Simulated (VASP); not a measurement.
# Si (Fd-3m) in VASP: a series of runs

Runs on Si. Level: LDA. Tasks: single point.

Everything below comes from runs of VASP 6.6.1. Logs are shortened: lines on timing, memory, paths and dates and some standing lists are left out, and cuts for length are marked.

## (1) The undisturbed crystal

It takes space group Fd-3m (No. 227, cubic). Conventional cell: a = 5.444 Å, b = 5.444 Å, c = 5.444 Å, α = 90.00°, β = 90.00°, γ = 90.00°. Si (site symmetry -43m) has 4 Si at 2.36 Å as nearest neighbours.

## (2) Single point, LDA (grid = ENCUT=600 dk=0.35 cell=3x3x3 ISMEAR=0 SIGMA=0.05 LREAL=Auto EDIFF=1e-07)

File INCAR:

```
SYSTEM = Si53Ge
ALGO     = Fast           ! electronic algorithm
EDIFF    = 1E-7           ! SCF threshold, eV
ENCUT    = 600            ! plane-wave cutoff, eV
GGA      = CA             ! functional
ISIF     = 2              ! what is computed and relaxed
ISMEAR   = 0              ! smearing method
KPAR     = 2            
LASPH    = .True.         ! aspherical terms in the spheres
LCHARG   = .False.        ! write CHGCAR
LREAL    = Auto         
LWAVE    = .False.        ! write WAVECAR
NBANDS   = 131            ! bands
NCORE    = 1            
NELM     = 120            ! most SCF steps
PREC     = Accurate       ! precision mode
SIGMA    = 0.05           ! smearing width, eV
```

File KPOINTS:

```
k-points
0
Gamma
  2 2 2
  0 0 0
```

File POSCAR:

```
Si53Ge
1.0
    0.0000000000      8.1655535595      8.1655535595
    8.1655535595      0.0000000000      8.1655535595
    8.1655535595      8.1655535595      0.0000000000
Ge Si
1 53
Direct
    0.1666666667      0.1666666667      0.1666666667
    0.1666666667      0.1666666667      0.5000000000
    0.1666666667      0.1666666667      0.8333333333
    0.1666666667      0.5000000000      0.1666666667
    0.1666666667      0.5000000000      0.5000000000
    0.1666666667      0.5000000000      0.8333333333
    0.1666666667      0.8333333333      0.1666666667
    0.1666666667      0.8333333333      0.5000000000
    0.1666666667      0.8333333333      0.8333333333
    0.5000000000      0.1666666667      0.1666666667
    0.5000000000      0.1666666667      0.5000000000
    0.5000000000      0.1666666667      0.8333333333
    0.5000000000      0.5000000000      0.1666666667
    0.5000000000      0.5000000000      0.5000000000
    0.5000000000      0.5000000000      0.8333333333
    0.5000000000      0.8333333333      0.1666666667
    0.5000000000      0.8333333333      0.5000000000
    0.5000000000      0.8333333333      0.8333333333
    0.8333333333      0.1666666667      0.1666666667
    0.8333333333      0.1666666667      0.5000000000
    0.8333333333      0.1666666667      0.8333333333
    0.8333333333      0.5000000000      0.1666666667
    0.8333333333      0.5000000000      0.5000000000
    0.8333333333      0.5000000000      0.8333333333
    0.8333333333      0.8333333333      0.1666666667
    0.8333333333      0.8333333333      0.5000000000
    0.8333333333      0.8333333333      0.8333333333
    0.2500000000      0.2500000000      0.2500000000
    0.2500000000      0.2500000000      0.5833333333
    0.2500000000      0.2500000000      0.9166666667
    0.2500000000      0.5833333333      0.2500000000
    0.2500000000      0.5833333333      0.5833333333
    0.2500000000      0.5833333333      0.9166666667
    0.2500000000      0.9166666667      0.2500000000
    0.2500000000      0.9166666667      0.5833333333
    0.2500000000      0.9166666667      0.9166666667
    0.5833333333      0.2500000000      0.2500000000
    0.5833333333      0.2500000000      0.5833333333
    0.5833333333      0.2500000000      0.9166666667
    0.5833333333      0.5833333333      0.2500000000
    0.5833333333      0.5833333333      0.5833333333
    0.5833333333      0.5833333333      0.9166666667
    0.5833333333      0.9166666667      0.2500000000
    0.5833333333      0.9166666667      0.5833333333
    0.5833333333      0.9166666667      0.9166666667
    0.9166666667      0.2500000000      0.2500000000
    0.9166666667      0.2500000000      0.5833333333
    0.9166666667      0.2500000000      0.9166666667
    0.9166666667      0.5833333333      0.2500000000
    0.9166666667      0.5833333333      0.5833333333
    0.9166666667      0.5833333333      0.9166666667
    0.9166666667      0.9166666667      0.2500000000
    0.9166666667      0.9166666667      0.5833333333
    0.9166666667      0.9166666667      0.9166666667
```

Potentials or basis: VASP PAW LDA potentials, release 64 (Ge_d, Si).

Command:

```console
> cat potpaw_LDA.64/Ge_d/POTCAR potpaw_LDA.64/Si/POTCAR > POTCAR
> mpirun -np 4 vasp_std > vasp.out
```

OUTCAR:

```text
SYSTEM = Si53Ge
   EDIFF = 1E-7
   ENCUT = 600
   GGA = CA
   ISIF = 2
   ISMEAR = 0
   LASPH = .True.
   LREAL = Auto
   NELM = 120
   PREC = Accurate

 ion  position               nearest neighbor table
   1  0.167  0.167  0.167-  28 2.36  30 2.36  34 2.36  46 2.36
   2  0.167  0.167  0.500-  29 2.36  28 2.36  35 2.36  47 2.36
   3  0.167  0.167  0.833-  29 2.36  30 2.36  36 2.36  48 2.36
   4  0.167  0.500  0.167-  31 2.36  28 2.36  33 2.36  49 2.36
   5  0.167  0.500  0.500-  32 2.36  31 2.36  29 2.36  50 2.36
   6  0.167  0.500  0.833-  30 2.36  32 2.36  33 2.36  51 2.36
[... 46 lines left out ...]
  53  0.917  0.917  0.583-   8 2.36  20 2.36  27 2.36  26 2.36
  54  0.917  0.917  0.917-   9 2.36  21 2.36  25 2.36  27 2.36

  LATTYP: Found a face centered cubic cell.
 ALAT       =    16.3311071190

  Lattice vectors:

 A1 = (   0.0000000000,   8.1655535595,   8.1655535595)
 A2 = (   8.1655535595,   0.0000000000,   8.1655535595)
 A3 = (   8.1655535595,   8.1655535595,   0.0000000000)

Analysis of symmetry for initial positions (statically):
=====================================================================
 Subroutine PRICEL returns:
 Original cell was already a primitive cell.

 Routine SETGRP: Setting up the symmetry group for a
 face centered cubic supercell.

 Subroutine GETGRP returns: Found 24 space group operations
 (whereof  6 operations were pure point group operations)
 out of a pool of 48 trial point group operations.

The static configuration has the point symmetry C_3v.
 The point group associated with its full space group is T_d .

Analysis of symmetry for dynamics (positions and initial velocities):
=====================================================================
 Subroutine PRICEL returns:
 Original cell was already a primitive cell.

 Routine SETGRP: Setting up the symmetry group for a
 face centered cubic supercell.

 Subroutine GETGRP returns: Found 24 space group operations
 (whereof  6 operations were pure point group operations)
 out of a pool of 48 trial point group operations.

The dynamic configuration has the point symmetry C_3v.
 The point group associated with its full space group is T_d .

 Subroutine INISYM returns: Found 24 space group operations
 (whereof  6 operations are pure point group operations),
 and found     1 'primitive' translations

----------------------------------------------------------------------------------------

                                     Primitive cell

  volume of cell :    1088.8972

  direct lattice vectors                    reciprocal lattice vectors
     0.000000000  8.165553559  8.165553559    -0.061232836  0.061232836  0.061232836
     8.165553559  0.000000000  8.165553559     0.061232836 -0.061232836  0.061232836
     8.165553559  8.165553559  0.000000000     0.061232836  0.061232836 -0.061232836

  length of vectors
    11.547836588 11.547836588 11.547836588     0.106058383  0.106058383  0.106058383

  position of ions in fractional coordinates (direct lattice)
     0.166666667  0.166666667  0.166666667
     0.166666667  0.166666667  0.500000000
     0.166666667  0.166666667  0.833333333
     0.166666667  0.500000000  0.166666667
     0.166666667  0.500000000  0.500000000
     0.166666667  0.500000000  0.833333333
[... 46 lines left out ...]
     0.916666667  0.916666667  0.583333333
     0.916666667  0.916666667  0.916666667

  ion indices of the primitive-cell ions
   primitive index   ion index
                 1           1
                 2           2
                 3           3
                 4           4
                 5           5
                 6           6
[... 46 lines left out ...]
                53          53
                54          54

----------------------------------------------------------------------------------------

 KPOINTS: k-points

Automatic generation of k-mesh.
 Grid dimensions read from file:
 generate k-points for:    2    2    2

 Generating k-lattice:

  Cartesian coordinates                     Fractional coordinates (reciprocal lattice)
    -0.030616418  0.030616418  0.030616418     0.500000000  0.000000000  0.000000000
     0.030616418 -0.030616418  0.030616418     0.000000000  0.500000000  0.000000000
     0.030616418  0.030616418 -0.030616418     0.000000000  0.000000000  0.500000000

  Length of vectors
     0.053029191  0.053029191  0.053029191

  Shift w.r.t. Gamma in fractional coordinates (k-lattice)
     0.000000000  0.000000000  0.000000000

 Subroutine IBZKPT returns following result:
 ===========================================

 Found      3 irreducible k-points:

 Following reciprocal coordinates:
            Coordinates               Weight
  0.000000  0.000000  0.000000      1.000000
  0.500000  0.000000  0.000000      4.000000
  0.500000  0.500000  0.000000      3.000000
   k-points           NKPTS =      3   k-points in BZ     NKDIM =      3   number of bands    NBANDS=    132
   number of dos      NEDOS =    301   number of ions     NIONS =     54
   total plane-waves  NPLWV = 884736
   dimension x,y,z NGX =    96 NGY =   96 NGZ =   96
   dimension x,y,z NGXF=   192 NGYF=  192 NGZF=  192
   ions per type =               1  53
   NGX,Y,Z   is equivalent  to a cutoff of  13.82, 13.82, 13.82 a.u.
   NGXF,Y,Z  is equivalent  to a cutoff of  27.64, 27.64, 27.64 a.u.
 SYSTEM =  Si53Ge
   PREC   = accura    normal or accurate (medium, high low for compatibility)
   ISTART =      0    job   : 0-new  1-cont  2-samecut
   ICHARG =      2    charge: 1-file 2-atom 10-const
   ISPIN  =      1    spin polarized calculation?
   LNONCOLLINEAR =      F non collinear calculations
   LSORBIT =      F    spin-orbit coupling
   LASPH  =      T    aspherical Exc in radial PAW
   ENCUT  =  600.0 eV  44.10 Ry    6.64 a.u.  23.06 23.06 23.06*2*pi/ulx,y,z
   NELM   =    120;   NELMIN=  2; NELMDL= -5     # of ELM steps
   EDIFF  = 0.1E-06   stopping-criterion for ELM
   LREAL  =      T    real-space projection
   EDIFFG = 0.1E-05   stopping-criterion for IOM
   NSW    =      0    number of steps for IOM
   IBRION =     -1    ionic relax: 0-MD 1-quasi-New 2-CG
   NFREE  =      0    steps in history (QN), initial steepest desc. (CG)
   ISIF   =      2    stress and relaxation
   ISYM   =      2    0-nonsym 1-usesym 2-fastsym
   POTIM  = 0.5000    time-step for ionic-motion
   TEBEG  =    0.0;   TEEND  =   0.0 temperature during run
   PSTRESS=    0.0 pullay stress
   NELECT =     226.0000    total number of electrons
   NUPDOWN=      -1.0000    fix difference up-down
   EMIN   =  10.00;   EMAX   =-10.00  energy-range for DOS
   EFERMI =   0.00;   METHOD = LEGACY
   ISMEAR =     0;   SIGMA  =   0.05  broadening in eV -4-tet -1-fermi 0-gaus
   EFERMI_NEDOS =   21; number of points for ismear=-14 and -15
   IALGO  =     68    algorithm
   IMIX   =      4    mixing-type and parameters
     AMIX     =   0.40;   BMIX     =  1.00
     AMIX_MAG =   1.60;   BMIX_MAG =  1.00
  volume/ion in A,a.u.               =      20.16       136.08
  Fermi-wavevector in a.u.,A,eV,Ry     =   0.969279  1.831671 12.782690  0.939501
  Thomas-Fermi vector in A             =   2.099318
   LORBIT       =      0    0 simple, 1 ext, 2 COOP (PROOUT), +10 PAW based schemes
   GGA     = CA    functional components
   LHFCALC =     F    Hartree Fock is set to
   AEXX    =    0.0000 exact exchange contribution
   IVDW    =     0    specifies the selected vdW correction
   LEPSILON=     F    determine dielectric tensor
   LRPA    =     F    only Hartree local field effects (RPA)
 non-spin polarized calculation
 RMM-DIIS sequential band-by-band and
 Gauss-broadening in eV      SIGMA  =   0.05
  energy-cutoff  :      600.00
  volume of cell :     1088.90
 maximum number of plane-waves:     36360
 NGX is ok and might be reduce to    96
   NGX = 47   NGY = 47   NGZ = 47

 number of electron     225.9999996 magnetization

 Free energy of the ion-electron system (eV)
  ---------------------------------------------------
  ext. energy  EPLUGINS =         0.00000000
  ---------------------------------------------------
  free energy    TOTEN  =      -320.20934061 eV

  energy without entropy =     -320.20934061  energy(sigma->0) =     -320.20934061

 E-fermi :   5.9664     XC(G=0):  -9.5994

 val. band max:        5.7086410649   @ k =   0.0000   0.0000   0.0000
 cond. band min:       6.3045934546   @ k =   0.0000   0.0000   0.0000
 fundamental gap:      0.5959523897
 Fermi energy:         5.9663612088

 k-point     1 :       0.0000    0.0000    0.0000
  band No.  band energies     occupation
      1     -18.5976      2.00000
      2     -18.5976      2.00000
      3     -18.5976      2.00000
      4     -18.5681      2.00000
      5     -18.5681      2.00000
      6      -6.2472      2.00000
[... 117 lines left out ...]
    124       7.1764      0.00000
    125       7.1807      0.00000

 k-point     2 :       0.5000    0.0000    0.0000
  band No.  band energies     occupation
      1     -18.5976      2.00000
      2     -18.5976      2.00000
      3     -18.5976      2.00000
      4     -18.5681      2.00000
      5     -18.5681      2.00000
      6      -5.9260      2.00000
[... 117 lines left out ...]
    124       7.5896      0.00000
    125       7.6023      0.00000

 k-point     3 :       0.5000    0.5000    0.0000
  band No.  band energies     occupation
      1     -18.5976      2.00000
      2     -18.5976      2.00000
      3     -18.5976      2.00000
      4     -18.5681      2.00000
      5     -18.5681      2.00000
      6      -5.8121      2.00000
[... 117 lines left out ...]
    124       7.6485      0.00000
    125       7.6999      0.00000
 [bands above 125 left out]

------------------------ aborting loop because EDIFF is reached ----------------------------------------

  FORCE on cell =-STRESS in cart. coord.  units (eV):
  Direction    XX          YY          ZZ          XY          YZ          ZX
  --------------------------------------------------------------------------------------
  -------------------------------------------------------------------------------------
  Total      -12.9304103    -12.9304103    -12.9304103      0.0000000      0.0000000      0.0000000
  in kB      -19.0254965    -19.0254965    -19.0254965      0.0000000      0.0000000      0.0000000
  external PRESSURE =     -19.0254965 kB  Pullay stress =       0.0000000 kB

 VOLUME and BASIS-vectors are now :
 -----------------------------------------------------------------------------
  energy-cutoff  :      600.00
  volume of cell :     1088.90
      direct lattice vectors                 reciprocal lattice vectors
     0.000000000  8.165553559  8.165553559    -0.061232836  0.061232836  0.061232836
     8.165553559  0.000000000  8.165553559     0.061232836 -0.061232836  0.061232836
     8.165553559  8.165553559  0.000000000     0.061232836  0.061232836 -0.061232836

 POSITION                                       TOTAL-FORCE (eV/Angst)
 -----------------------------------------------------------------------------------
      2.72185      2.72185      2.72185         0.000000     -0.000000     -0.000000
      5.44370      5.44370      2.72185        -0.002275     -0.002275      0.010473
      8.16555      8.16555      2.72185         0.002275      0.002275      0.010473
      5.44370      2.72185      5.44370        -0.002275      0.010473     -0.002275
      8.16555      5.44370      5.44370        -0.000133      0.000133      0.000133
     10.88740      8.16555      5.44370        -0.010473      0.002275     -0.002275
[... 46 lines left out ...]
     12.24833     12.24833     14.97018        -0.000294     -0.000294      0.000350
     14.97018     14.97018     14.97018         0.000000     -0.000000     -0.000000
 -----------------------------------------------------------------------------------
    total drift:                                0.000001      0.000001      0.000001

  FREE ENERGIE OF THE ION-ELECTRON SYSTEM (eV)
  ---------------------------------------------------
  free  energy   TOTEN  =      -320.2093406058 eV

  energy  without entropy=     -320.2093406058  energy(sigma->0) =     -320.20934061
```

It took 8.7 min on 4 MPI ranks of Intel Xeon Platinum 8488C (Sapphire Rapids), shared host; peak memory 0.81 GiB.

What came out:

| Property | Result |
| --- | --- |
| Free energy | -320.2093 eV |
| Pressure | -1.9 GPa |
| Largest force | 0.388 eV/Å |
| Band gap on the k mesh | 0.60 eV, direct |

Forces in eV/Å, atoms in the order of the input:
```
Ge   0.000  0.000  0.000
Si  -0.002 -0.002  0.010
Si   0.002  0.002  0.010
Si  -0.002  0.010 -0.002
Si   0.000  0.000  0.000
Si  -0.010  0.002 -0.002
Si   0.002  0.010  0.002
Si  -0.010 -0.002  0.002
Si   0.001 -0.001 -0.001
Si   0.010 -0.002 -0.002
Si   0.000  0.000  0.000
Si   0.002 -0.010 -0.002
Si   0.000  0.000  0.000
Si   0.000  0.000  0.000
Si   0.000  0.000  0.001
Si   0.002 -0.002 -0.010
Si   0.000  0.001  0.000
Si  -0.001  0.000  0.000
Si   0.010  0.002  0.002
Si  -0.002 -0.010  0.002
Si  -0.001  0.001 -0.001
Si  -0.002  0.002 -0.010
Si   0.001  0.000  0.000
Si   0.000 -0.001  0.000
Si  -0.001 -0.001  0.001
Si   0.000  0.000 -0.001
Si   0.001  0.001  0.001
Si   0.224  0.224  0.224
Si   0.000  0.000  0.001
Si  -0.224 -0.224  0.224
Si   0.000  0.001  0.000
Si  -0.001  0.000  0.000
Si   0.000  0.000  0.000
Si  -0.224  0.224 -0.224
Si   0.000  0.000  0.000
Si   0.000  0.000  0.000
Si   0.001  0.000  0.000
Si   0.000 -0.001  0.000
Si   0.000  0.000  0.000
Si   0.000  0.000 -0.001
Si  -0.001 -0.001 -0.001
Si   0.001  0.001 -0.001
Si   0.000  0.000  0.000
Si   0.001 -0.001  0.001
Si   0.000  0.000  0.000
Si   0.224 -0.224 -0.224
Si   0.000  0.000  0.000
Si   0.000  0.000  0.000
Si   0.000  0.000  0.000
Si  -0.001  0.001  0.001
Si   0.000  0.000  0.000
Si   0.000  0.000  0.000
Si   0.000  0.000  0.000
Si   0.000  0.000  0.000
```

Levels at points of the mesh, in eV from the valence-band top:
```
           k point  band 109  band 110  band 111  band 112  band 113  band 114  band 115  band 116  band 117  band 118
(0.00, 0.00, 0.00)     -0.98     -0.98      0.00      0.00      0.00      0.60      0.63      0.63      0.64      0.64
(0.50, 0.00, 0.00)     -1.20     -0.46     -0.46     -0.44     -0.44      0.95      0.96      0.96      0.96      0.98
(0.50, 0.50, 0.00)     -1.19     -0.57     -0.57     -0.56     -0.56      0.60      0.61      1.62      1.63      1.93
```

(Continued in part 2 of 2.)
